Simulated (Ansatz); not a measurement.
The system is ZnSe (Stilleite).

```
CELL_PARAMETERS angstrom
0.00000 2.83380 2.83380
2.83380 0.00000 2.83380
2.83380 2.83380 0.00000
ATOMIC_POSITIONS crystal
Se 0.75000 0.75000 0.75000
Zn 0.00000 0.00000 0.00000
```

Base run:

| Item | Value |
| --- | --- |
| Program | Ansatz 0.2.0 |
| Functional | PBE |
| Potentials or basis | all-electron LAPW, scalar-relativistic |
| Cutoff | 311 eV (chosen from the basis error) |
| Basis error allowed | 0.001 eV/atom |
| k mesh | 8 × 8 × 8 |
| Occupations | gaussian, width 0.021 eV |
| Spin | no spin polarisation |

Its results: band gap on the k mesh 1.29 eV, direct; pressure 2.1 GPa.

Question: The run is repeated on the same cell with these changes: functional from PBE to PBEsol; occupations from gaussian, width 0.021 eV to gaussian, width 0.02 eV. What comes out?

Answer: Band gap on the k mesh 1.17 eV, direct; pressure -1.1 GPa.

